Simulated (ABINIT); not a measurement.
Crystal: HfN.

```
Hf N
1.0
     0.00000    2.25600    2.25600
     2.25600    0.00000    2.25600
     2.25600    2.25600    0.00000
Hf N
1 1
Direct
  0.00000 0.00000 0.00000
  0.50000 0.50000 0.50000
```

Base run:

```yaml
Program: ABINIT 10.8.3 (patched build)
Functional: BP86
Potentials_or_basis: JTH PAW PBE v2.0
Cutoff: 707 eV
k_mesh: 10 × 10 × 10
Occupations: fermi-dirac, width 0.05 eV
Spin: no spin polarisation
```

Its results: band gap on the k mesh none (metal or under the smearing width); pressure 5.5 GPa.

Question: After a change of settings the same cell gave: band gap on the k mesh none (metal or under the smearing width); pressure 4.9 GPa. Which change was it?
A. spin from no spin polarisation to spin-orbit coupling, no magnetisation
B. functional from BP86 to PBE
C. functional from BP86 to PBE; potentials or basis from JTH PAW PBE v2.0 to SG15 NC PBE v1.2; cutoff from 707 eV to 1143 eV; valence electrons from 17 to 31
D. functional from BP86 to PBEsol; k mesh from 10 × 10 × 10 to 6 × 6 × 6

Answer: B.

Caveats: spin-orbit coupling is left out, which moves the levels of the heavy elements; the PAW data sets were made with another functional, which shifts forces and pressure a little (some runs).
